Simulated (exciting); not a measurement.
A run of exciting (release sodium):

File input.xml:

```xml
<input>
  <title>Al</title>
  <structure speciespath="./" tshift="false">
    <crystal scale="1">
      <basevect>0.090506543013 3.721139080498 3.830197064876</basevect>
      <basevect>3.861194242498 -0.015786772045 3.936490379934</basevect>
      <basevect>3.856141114841 3.822377378172 -0.010731754662</basevect>
    </crystal>
    <species speciesfile="Al.xml" rmt="2">
      <atom coord="0.005978000000 -0.013119000000 0.021168000000"/>
    </species>
  </structure>
  <groundstate do="fromscratch" ngridk="11 11 11" rgkmax="7.5" gmaxvr="14" lmaxapw="10" lmaxmat="10" lmaxvr="8" xctype="GGA_PBE" stype="Fermi Dirac" swidth="0.00183747" nempty="8" ValenceRelativity="iora*" epsengy="1e-05" epspot="1e-05" maxscl="60" tforce="true" outputlevel="normal"/>
  <properties>
    <chargedensityplot>
      <plot3d>
        <box grid="15 15 15">
          <origin coord="0 0 0"/>
          <point coord="1 0 0"/>
          <point coord="0 1 0"/>
          <point coord="0 0 1"/>
        </box>
      </plot3d>
    </chargedensityplot>
    <elfplot>
      <plot3d>
        <box grid="15 15 15">
          <origin coord="0 0 0"/>
          <point coord="1 0 0"/>
          <point coord="0 1 0"/>
          <point coord="0 0 1"/>
        </box>
      </plot3d>
    </elfplot>
    <exccplot>
      <plot3d>
        <box grid="15 15 15">
          <origin coord="0 0 0"/>
          <point coord="1 0 0"/>
          <point coord="0 1 0"/>
          <point coord="0 0 1"/>
        </box>
      </plot3d>
    </exccplot>
  </properties>
</input>
```

Potentials or basis: all-electron LAPW+lo, shipped species files, valence relativity iora*.

Launch:

```sh
$ OMP_NUM_THREADS=1 exciting_smp
```

Hardware: 1 thread of Arm Neoverse V2, with other jobs on the host.

Q: How long does it take, and how much memory?

A: Wall time 3.6 min on 1 thread of Arm Neoverse V2, on a shared host, peak memory 0.11 GiB. Counts: scf iterations 11, plane waves 113.
